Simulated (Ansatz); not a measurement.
# CaSe: the cost of one run

Program: Ansatz 0.2.0. Level of theory: DFT r²SCAN, frozen-core PAW, scalar-relativistic unless said. These are calculated values, not measurements.

The COD entry's cell or inner coordinates are ideal or old and differ from later refinements, so a difference from it is no clean test against experiment.

**1. The starting structure**

The structure is cubic, space group Fm-3m (No. 225). The conventional cell has a = 5.912 Å, b = 5.912 Å, c = 5.912 Å, α = 90.00°, β = 90.00°, γ = 90.00°. Ca (site symmetry m-3m) has 6 Se at 2.96 Å as nearest neighbours. Around Se (site symmetry m-3m) lie 6 Ca at 2.96 Å.

Coordinates:

```cif
data_structure
_symmetry_space_group_name_H-M 'Fm-3m'
_symmetry_Int_Tables_number 225
_cell_length_a 5.9120
_cell_length_b 5.9120
_cell_length_c 5.9120
_cell_angle_alpha 90.000
_cell_angle_beta 90.000
_cell_angle_gamma 90.000
_cell_volume 206.63
loop_
_atom_site_label
_atom_site_type_symbol
_atom_site_symmetry_multiplicity
_atom_site_Wyckoff_symbol
_atom_site_fract_x
_atom_site_fract_y
_atom_site_fract_z
_atom_site_occupancy
Ca1 Ca 4 a 0.00000 0.00000 0.00000 1
Se1 Se 4 b 0.00000 0.50000 0.00000 1
```

Cartesian axes are those of the input's lattice vectors. The structure goes back to a database entry.

**2. Cell and atoms relaxed, PAW**

Contents of input.yaml:

```yaml
crystal:
  lattice:
    - [2.956, 2.956, 0.0]
    - [-2.956, 2.956, 0.0]
    - [0.0, 2.956, 2.956]
  atoms:
    - { symbol: Ca, position: [0.0, 0.0, 0.0] }
    - { symbol: Se, position: [0.5, 0.5, 0.0] }
kpoints:
  mp_grid: { grid: [12, 12, 12] }
scf:
  occupations: { method: fermi_dirac, width: 0.05 }
hamiltonian:
  xc: r2scan
  pseudopotentials: { kind: paw }
relax:
  f_tol: 0.002
  max_steps: 80
  cell: {}
output:
  forces: true
  stress: true
```

Started as:

```
$ ansatz run input.yaml --threads 1 --pin off --max-ram 3072MiB --backend cpu --events-out ev --progress --plain --runs-dir out
```

**Question.** How long does this run take on 1 thread of Arm Neoverse V1, shared host, and how much memory does it need?

About 29 s, with a peak of 0.52 GiB.
